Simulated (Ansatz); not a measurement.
# Which of these structures of Ir lies lowest?

Computed with Ansatz 0.2.0, DFT, PBE, all-electron LAPW, scalar-relativistic.

Each cell is taken as listed (from a database or a relaxation; residual pressures are under 0.6 GPa and forces under 0.08 eV/Å), on meshes of about 0.2 Å⁻¹ spacing; energies are extrapolated to zero smearing, with no zero-point or thermal terms. Other structures, the observed one among them, may be missing from this set and lie lower. No run is spin-polarised.

Spin–orbit coupling is left out, though it moves levels of the heavy atoms by tenths of an eV or more.

Problem. Order the structures by energy per atom, lowest first, and give the differences.
A.
```cif
data_structure
_symmetry_space_group_name_H-M 'P6_3/mmc'
_symmetry_Int_Tables_number 194
_cell_length_a 2.7486
_cell_length_b 2.7486
_cell_length_c 4.4517
_cell_angle_alpha 90.000
_cell_angle_beta 90.000
_cell_angle_gamma 120.000
_cell_volume 29.12
loop_
_atom_site_label
_atom_site_type_symbol
_atom_site_symmetry_multiplicity
_atom_site_Wyckoff_symbol
_atom_site_fract_x
_atom_site_fract_y
_atom_site_fract_z
_atom_site_occupancy
Ir1 Ir 2 c 0.33333 0.66667 0.25000 1
```
(hcp type, relaxed by us; 15×15×8 mesh on the primitive cell, smearing 0.03 eV, P = 0.0 GPa)
B.
```
Ir
1.0
    -1.55553    1.55553    1.55553
     1.55553   -1.55553    1.55553
     1.55553    1.55553   -1.55553
Ir
1
Direct
  0.00000 0.00000 0.00000
```
(bcc type, relaxed by us; 19×19×19 mesh on the primitive cell, smearing 0.08 eV, P = -0.1 GPa)

Solution. A (0 meV/atom), B (566 meV/atom).
